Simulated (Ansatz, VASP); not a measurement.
## Two plane-wave programs on Eu

File INCAR:

```
PREC     = Accurate       # precision mode
ENCUT    = 520            # plane-wave cutoff, eV
EDIFF    = 1E-6           # SCF threshold, eV
ISMEAR   = -5             # smearing method
SIGMA    = 0.05           # smearing width, eV
LREAL    = False          # projectors in reciprocal space
LASPH    = True           # aspherical terms in the spheres
NELM     = 150            # most SCF steps
ALGO     = Normal         # electronic algorithm
ISIF     = 2              # what is computed and relaxed
LWAVE    = False          # write WAVECAR
LCHARG   = True           # write CHGCAR
ISPIN    = 2              # spin polarisation
MAGMOM   = 7              # initial moments
LORBIT   = 11             # projections on sites
LMAXMIX  = 6              # l up to which the mixer works
LDAU     = True           # DFT+U
LDAUTYPE = 2            
LDAUL    = 3              # shell
LDAUU    = 6              # U, eV
LDAUJ    = 0            
LDAUPRINT= 1            
GGA      = PE             # functional
IVDW     = 13             # dispersion correction
LELF     = True           # ELF
LVHAR    = True         
NBANDS   = 18             # bands
```

File KPOINTS:

```
regular mesh
0
Gamma
  8 8 8
```

The input POSCAR:

```
Eu
1.0
   -2.2398720668      2.2398720668      2.2398720668
    2.2398720668     -2.2398720668      2.2398720668
    2.2398720668      2.2398720668     -2.2398720668
Eu
1
Direct
    0.0000000000      0.0000000000      0.0000000000
```

The input input.yaml:

```yaml
crystal:
  lattice:
    - [-2.2398720668, 2.2398720668, 2.2398720668]
    - [2.2398720668, -2.2398720668, 2.2398720668]
    - [2.2398720668, 2.2398720668, -2.2398720668]
  atoms:
    - { symbol: Eu, position: [0.0, 0.0, 0.0], spin: 7.0 }
hamiltonian:
  xc: pbe
  pseudopotentials: { kind: paw }
  hubbard:
    sites: [{ species: Eu, l: f, u_eff: 6.0 }]
    projectors: all-electron-ortho-atomic
    double_counting: fll
  dispersion: d4
magnetization:
  spin_polarized: true
kpoints:
  mp_grid: { grid: [8, 8, 8] }
scf:
  occupations: { method: tetrahedron }
  n_extra_bands: 12
  initial_density: { chi_scale: 0.1 }
output:
  optics: { e_range: [0, 14], sigma: 0.05, nscf_kmesh: { grid: [11, 11, 11] } }
basis:
  xc_grid: 1
```

Alike in both runs: functional PBE; dispersion D4; k mesh 8 × 8 × 8; occupations tetrahedron; collinear spin; Hubbard terms Eu f U = 6.0 eV.

|  | VASP | Ansatz |
| --- | --- | --- |
| version | VASP 6.6.1 | Ansatz 0.2.0 |
| potentials or method | VASP PAW PBE potentials, release 64 (Eu) | Ansatz PAW |
| plane-wave cutoff (eV) | 520 | 420 |
| valence electrons in the cell | 17 | 17 |
| task | single point | optical spectrum |

|  | VASP | Ansatz | Ansatz less VASP |
| --- | --- | --- | --- |
| gap on the k mesh at the Fermi level (eV) | none | none | - |
| net moment per atom (μB) | 7.23 | 7.27 | +0.034 |
| size of the moment on the site where the two differ most (μB) | 6.79 | 7.09 | +0.302 |
| dispersion energy (meV/atom) | -173.9 | -174.1 | -0.17 |

Site moments also hang on the region over which each program counts them. The programs project onto different local orbitals, so the same U acts differently. A gap of «none» marks a metal or a gap that the smearing closes.

Caveats: spin-orbit coupling is left out, which moves the levels of the heavy elements; the magnetic or orbital state may not be the lowest (Ansatz). The state reached can hang on the start; a lower one may exist.
